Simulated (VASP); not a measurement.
Wanted: the native input for a VASP 6.6.1 run.

```
Task                      : relaxation of the atoms
Functional                : PBEsol
Potentials or basis       : VASP PAW PBE potentials, release 64 (Sb, Mg)
Cutoff                    : 520 eV
k mesh                    : 5 × 5 × 1
Occupations               : fermi-dirac, width 0.05 eV
Spin                      : no spin polarisation
Dipole correction         : yes
Atoms held fixed (from 0) : [0, 4, 5, 1, 6]
Further INCAR settings    : ALGO = Normal; EDIFF = 1e-07; IBRION = 2; EDIFFG = -0.01; NSW = 60
```

The structure of Mg3Sb2 lies in POSCAR:

```
Mg3Sb2
1.0
    4.5820006928      0.0000000000      0.0000000000
   -2.2910003464      3.9681290001      0.0000000000
    0.0000000000      0.0000000000     27.7856600000
Sb Mg
4 6
Selective dynamics
Direct
    0.3333333333      0.6666666666      0.2699234065  F F F
    0.6666666667      0.3333333334      0.4080997176  F F F
    0.3333333333      0.6666666666      0.5306334275  T T T
    0.6666666667      0.3333333334      0.6688097385  T T T
    0.6666666667      0.3333333334      0.3051192594  F F F
    0.3333333333      0.6666666666      0.3729038648  F F F
    0.0000000000      0.0000000000      0.4693665725  F F F
    0.6666666667      0.3333333334      0.5658292803  T T T
    0.3333333333      0.6666666666      0.6336138857  T T T
    0.0000000000      0.0000000000      0.7300765935  T T T
```

The input as run:

INCAR

```
SYSTEM = Mg3Sb2
PREC = Accurate
ENCUT = 520
EDIFF = 1E-7
ISMEAR = -1
SIGMA = 0.05
LREAL = .FALSE.
LASPH = .TRUE.
NELM = 80
ALGO = Normal
ISIF = 2
LWAVE = .FALSE.
LCHARG = .FALSE.
LDIPOL = .TRUE.
IDIPOL = 3
DIPOL = 0.5 0.5 0.495
GGA = PS
IBRION = 2
NSW = 60
EDIFFG = -0.01
```

KPOINTS

```
regular mesh
0
G
  5 5 1
  0 0 0
```

Potentials or basis: VASP PAW PBE potentials, release 64 (Sb, Mg).

The run is started by

```console
$ cat potpaw_PBE.64/Sb/POTCAR potpaw_PBE.64/Mg/POTCAR > POTCAR
$ mpirun -np 1 vasp_std > vasp.out
```

Results of the run:

The energy gained by relaxing is 29.3 meV/atom, the ionic steps are 16 and the band gap on the k mesh is none (metal or under the smearing width).

Run time: 17 min on 1 thread of Intel(R) Xeon(R) Platinum 8488C (Sapphire Rapids) (shared host), peak memory 0.67 GiB.
